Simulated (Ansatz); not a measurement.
# NaCl: the cost of one run

Program: Ansatz 0.2.0. G0W0, plane waves. All values are calculated for a non-magnetic cell, which may be hypothetical.

### Step 1. The structure to begin with

The cell was relaxed beforehand with r2SCAN.

Space group Pm-3m (No. 221), cubic; conventional cell a = 3.460 Å, 20.70 Å³ an atom. Na has 8 Cl at 3.00 Å; Cl has 8 Na at 3.00 Å.

The structure in full:

```
CELL_PARAMETERS angstrom
3.45955 0.00000 0.00000
0.00000 3.45955 0.00000
0.00000 0.00000 3.45955
ATOMIC_POSITIONS crystal
Na 0.00000 0.00000 0.00000
Cl 0.50000 0.50000 0.50000
```

### Step 2. 67 empty bands, 80 eV

input.yaml reads:

```yaml
crystal:
  lattice:
    - [3.4595458349, 0.0, 0.0]
    - [0.0, 3.4595458349, 0.0]
    - [0.0, 0.0, 3.4595458349]
  atoms:
    - { symbol: Na, position: [0.0, 0.0, 0.0] }
    - { symbol: Cl, position: [0.5, 0.5, 0.5] }
kpoints:
  mp_grid: { grid: [4, 4, 4] }
hamiltonian:
  xc: pbe
scf:
  occupations: { method: fixed }
gw:
  n_empty_bands: 67
  ecut_chi: 80
  qp_bands: [v2, c2]
  qp_kpoints: band_edges
  screening: { model: contour_deformation }
```

Run with:

```console
$ ansatz run input.yaml --threads 2 --pin off --max-ram 3686MiB --backend cpu --events-out ev --progress --plain --runs-dir out
```

What time and memory should one allow on 2 threads of Arm Neoverse V1, shared host?

About 3.9 s, with a peak of 0.27 GiB.
